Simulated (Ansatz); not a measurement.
**La: frozen-core PAW against all-electron methods**

```yaml
crystal:
  lattice:
    - [0.00000, 3.33867, 3.33867]
    - [3.33867, 0.00000, 3.33867]
    - [3.33867, 3.33867, 0.00000]
  atoms:
    - { symbol: La, position: [0.00000, 0.00000, 0.00000] }
    - { symbol: La, position: [0.25000, 0.25000, 0.25000] }
```

Atom numbers follow the list: La1, La2.

The conventional cell has a = 6.677 Å, b = 6.677 Å, c = 6.677 Å, α = 90.00°, β = 90.00°, γ = 90.00°. La (atom 1) has 4 La at 2.89 Å as nearest neighbours.

The structure comes from a relaxation in the same program, started in the diamond type, and has space group Fd-3m. Whether it is a known phase or the ground state wasn't checked.

No spin–orbit coupling, which matters for the heavy atoms here.

Methods: DFT, PBE, PAW with Ansatz's default frozen-core files, scalar-relativistic (Ansatz 0.2.0); DFT, PBE, all-electron PAW with datasets made for the crystal, scalar-relativistic (Ansatz 0.2.0); DFT, PBE, all-electron LAPW, scalar-relativistic (Ansatz 0.2.0).

For PAW: a Γ-centred 10×10×10 k mesh, Fermi–Dirac smearing of 0.03 eV, cutoff 420 eV, no spin polarisation. The crystal-made all-electron datasets (AE datasets) take a cutoff of 260 eV at this cell. LAPW targets a basis error of 1 meV/atom. The Ansatz runs share mesh, smearing and spin set-up. Plane-wave (PAW) pressures include the program's estimate of the Pulay term.

Stress and pressure are positive in compression.

Levels count from the Fermi level.

```json
{"quantity": "pressure (GPa)", "PAW": "0.00", "AE datasets": "0.03", "LAPW": "0.04"}
{"quantity": "highest filled level at U (eV)", "PAW": "-0.656", "AE datasets": "-0.656", "LAPW": "-0.656"}
{"quantity": "lowest empty level at U (eV)", "PAW": "0.614", "AE datasets": "0.614", "LAPW": "0.614"}
{"quantity": "highest filled level at X (eV)", "PAW": "-0.132", "AE datasets": "-0.132", "LAPW": "-0.132"}
{"quantity": "lowest empty level at X (eV)", "PAW": "0.724", "AE datasets": "0.724", "LAPW": "0.724"}
{"quantity": "highest filled level at K (eV)", "PAW": "-0.656", "AE datasets": "-0.656", "LAPW": "-0.656"}
{"quantity": "lowest empty level at K (eV)", "PAW": "0.614", "AE datasets": "0.614", "LAPW": "0.614"}
```

PAW's pressure differs from the LAPW value by -0.04 GPa.
